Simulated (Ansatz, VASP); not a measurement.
**Au in VASP and in Ansatz**

```
Au
1.0
    -1.69706    1.69706    1.69706
     1.69706   -1.69706    1.69706
     1.69706    1.69706   -1.69706
Au
1
Direct
  0.00000 0.00000 0.00000
```

Alike in both runs: functional BLYP; k mesh 14 × 14 × 14; occupations fermi-dirac, width 0.1 eV; no spin polarisation.

Ansatz relaxed the structure, and its values are those at the end. VASP's run is a single point on that final structure, the one shown.

|  | VASP | Ansatz |
| --- | --- | --- |
| version | VASP 6.6.1 | Ansatz 0.2.0 |
| potentials or method | VASP PAW PBE potentials, release 64 (Au) | plane waves (420 eV) with PAW, scalar-relativistic |
| plane-wave cutoff (eV) | 520 | 420 |
| valence electrons in the cell | 11 | 19 |

Ansatz gave:

- pressure (GPa): 0.0

Q: What did VASP give for the same quantities?

A: Pressure (GPa): 0.4.

The functional is the same, so the differences come from potentials, cutoffs and numerics. The two sets of potentials don't hold the same shells in valence.

Caveats: the PAW data sets were made with another functional, which shifts forces and pressure a little (VASP). The runs have no spin-orbit coupling, so splittings on Au are missing.
